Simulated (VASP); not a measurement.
Set up this calculation in VASP 6.6.1, as the native input.

```
Task                   : band structure
Functional             : r2SCAN
Potentials or basis    : VASP PAW PBE potentials, release 64 (Ga_d, As)
Cutoff                 : 520 eV
k mesh                 : 10 × 10 × 10
Occupations            : gaussian, width 0.03 eV
Spin                   : no spin polarisation
Further INCAR settings : ALGO = Normal; EDIFF = 1e-06; NBANDS = 16
```

The structure of GaAs lies in POSCAR:

```
GaAs                                    
1.0
    0.0000000000      2.8313993253      2.8313993253
    2.8313993253      0.0000000000      2.8313993253
    2.8313993253      2.8313993253      0.0000000000
  Ga              As            
     1     1
Direct
     0.0000000000000000    0.0000000000000000    0.0000000000000000
     0.2500000000000000    0.2500000000000000    0.2500000000000000
```

The cell was built by a generator and needn't be a form met in nature.

The input as run:

INCAR

```
  PREC = Accurate
  ENCUT = 520
  EDIFF = 1E-6
  ISMEAR = 0
  SIGMA = 0.03
  LREAL = False
  LASPH = True
  NELM = 80
  ALGO = Normal
  ISIF = 2
  LWAVE = False
  LCHARG = False
  METAGGA = R2SCAN
  LMIXTAU = True
  NBANDS = 16
```

KPOINTS

```
Automatic mesh
0
Gamma
  10 10 10
```

KPOINTS_OPT

```
explicit points
159
Reciprocal
 0.0000000000  0.0000000000  0.0000000000 1
 0.0357142857  0.0000000000  0.0357142857 1
 0.0714285714  0.0000000000  0.0714285714 1
 0.1071428571  0.0000000000  0.1071428571 1
 0.1428571429  0.0000000000  0.1428571429 1
 0.1785714286  0.0000000000  0.1785714286 1
[... 151 lines left out ...]
 0.4250000000  0.0000000000  0.4250000000 1
 0.4500000000  0.0000000000  0.4500000000 1
```

Potentials or basis: VASP PAW PBE potentials, release 64 (Ga_d, As).

Command:

```sh
$ cat potpaw_PBE.64/Ga_d/POTCAR potpaw_PBE.64/As/POTCAR > POTCAR
$ mpirun -np 1 vasp_std > vasp.out
```

It gave:

The pressure is 0.3 GPa. The band gap on the k mesh is 0.96 eV, direct. The band gap along the path is 0.96 eV, direct.

Caveat: the PAW data sets were made with another functional, which shifts forces and pressure a little.

Run time: 4.1 min on 1 thread of Intel(R) Xeon(R) Platinum 8488C (Sapphire Rapids) (shared host), peak memory 0.2 GiB.
